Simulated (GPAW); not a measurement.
Runs of GPAW 26.7.0 on BN. The typed cell holds 2 atoms: a = 2.508 Å, b = 2.508 Å, c = 3.274 Å, α = 101.11°, β = 101.11°, γ = 119.81°. The cell comes from a database or a generator and needn't be the stable form of this composition.

```csv
level,potentials or basis,gap on the mesh (eV)
LDA,"the program's PAW data sets (release 1.2.1) made for this functional, pw",2.72
AM05,"PAW data sets generated in the run's folder for this functional, pw",(a)
RPBE,"the program's PAW data sets (release 1.2.1) made for this functional, pw",3.04
PBEsol,"PAW data sets generated in the run's folder for this functional, pw",2.79
```

Alike in all rows: task dielectric tensor; no spin polarisation; cell as given; k mesh 10 × 10 × 7; cutoff (eV) 650; smearing fermi-dirac 0.001 eV.

Question: Fill in the values left out.

Answer: (a) 2.85.

Caveats: the long-wavelength limit can be off by a per cent or two.

A k mesh can miss the band edges.

Runs at the PBE level aren't shown here.
